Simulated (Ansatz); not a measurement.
Li$_{2}$O (anti-fluorite)

```yaml
crystal:
  lattice:
    - [0.00000, 4.62614, 4.62614]
    - [2.31307, 0.00000, 2.31307]
    - [2.31307, 2.31307, 0.00000]
  atoms:
    - { symbol: O, position: [0.00000, 0.00000, 0.00000] }
    - { symbol: O, position: [0.50000, 0.00000, 0.00000] }
    - { symbol: Li, position: [0.12500, 0.25000, 0.25000] }
    - { symbol: Li, position: [0.62500, 0.25000, 0.25000] }
    - { symbol: Li, position: [0.37500, 0.75000, 0.75000] }
    - { symbol: Li, position: [0.87500, 0.75000, 0.75000] }
```

The atoms are displaced by Q × the pattern below (from a DFPT mode at L = (0.5, 0.0, 0.0), largest move 1; Q in Å), at fixed cell. (q is in reciprocal vectors of the primitive cell; the cell shown is doubled to hold the pattern.)

| atom | x | y | z |
|---|---|---|---|
| Li3 | 0.577 | -0.577 | -0.577 |
| Li4 | -0.577 | 0.577 | 0.577 |
| Li5 | 0.577 | -0.577 | -0.577 |
| Li6 | -0.577 | 0.577 | 0.577 |

Atoms not listed stay in place.

These are PBE (plane waves to 420 eV, PAW, scalar-relativistic; Ansatz, a first-principles code) values and carry that method's errors. k mesh 6×12×12 (Γ-centred), Fermi-Dirac smearing 0.05 eV. The energy includes the smearing's −TS. Li2O was relaxed with its symmetry unable to fall. The zero of ΔE is the undisplaced structure.

| Q (Å) | ΔE (eV/cell) |
|---|---|
| -0.180 | 0.513 |
| -0.120 | 0.228 |
| -0.060 | 0.057 |
| 0.000 | 0.000 |
| 0.060 | 0.057 |
| 0.120 | 0.228 |
| 0.180 | 0.513 |

**Question.** Which DFPT wavenumber at L = (0.5, 0.0, 0.0) belongs to this mode?
(A) 394 cm⁻¹
(B) 557 cm⁻¹
(C) 275 cm⁻¹

**Answer.** B, 557 cm⁻¹. The curvature of the scan gives 557 cm⁻¹

(A displaced cell: forces are minus the slopes of the energy, force constants its curvatures, and phonons follow from these.)
